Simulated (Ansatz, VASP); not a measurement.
TlBr: VASP beside Ansatz

Contents of INCAR:

```
PREC = Accurate
ENCUT = 520
EDIFF = 1E-7
ISMEAR = -1
SIGMA = 0.05
LREAL = F
LASPH = T
NELM = 80
ALGO = Normal
ISIF = 2
LWAVE = F
LCHARG = F
GGA = PE
NBANDS = 17
```

Contents of KPOINTS:

```
Automatic mesh
0
Gamma
  7 7 7
```

File POSCAR:

```
TlBr
1.0
    4.0580590332      0.0000000000      0.0000000000
    0.0000000000      4.0580590332      0.0000000000
    0.0000000000      0.0000000000      4.0580590332
Tl Br
1 1
Direct
    0.0000000000      0.0000000000      0.0000000000
    0.5000000000      0.5000000000      0.5000000000
```

Contents of input.yaml:

```yaml
crystal:
  lattice:
    - [4.0580590332, 0.0, 0.0]
    - [0.0, 4.0580590332, 0.0]
    - [0.0, 0.0, 4.0580590332]
  atoms:
    - { symbol: Tl, position: [0.0, 0.0, 0.0] }
    - { symbol: Br, position: [0.5, 0.5, 0.5] }
hamiltonian:
  xc: pbe
  pseudopotentials: { kind: paw }
kpoints:
  mp_grid: { grid: [7, 7, 7] }
scf:
  occupations: { method: fermi_dirac, width: 0.05 }
output:
  forces: true
  stress: true
  eigenvalues: true
```

Change from the starting cell: volume scaled by 1.06.

Alike in both runs: task single point; functional PBE; k mesh 7 × 7 × 7; occupations fermi-dirac, width 0.05 eV; no spin polarisation.

|  | VASP | Ansatz |
| --- | --- | --- |
| version | VASP 6.6.1 | Ansatz 0.2.0 |
| potentials or method | VASP PAW PBE potentials, release 64 (Tl_d, Br) | Ansatz PAW |
| plane-wave cutoff (eV) | 520 | 420 |
| valence electrons in the cell | 20 | 20 |

VASP gave:

```
gap on the k mesh at the Fermi level (eV) : 2.38
least direct gap on the mesh (eV)         : 2.38
pressure (GPa)                            : -0.1
```

Task: Estimate Ansatz's values.

Result: gap on the k mesh at the Fermi level (eV): 2.37; least direct gap on the mesh (eV): 2.37; pressure (GPa): -0.1.

Caveats: spin-orbit coupling is left out, which as a rule narrows the gap of such compounds by several tenths of an eV; an odd mesh through Γ misses points on the zone boundary, where band edges often lie (VASP); odd divisions of the mesh miss points on the zone boundary, where band edges often lie, so the gap on the mesh can be too wide (Ansatz).
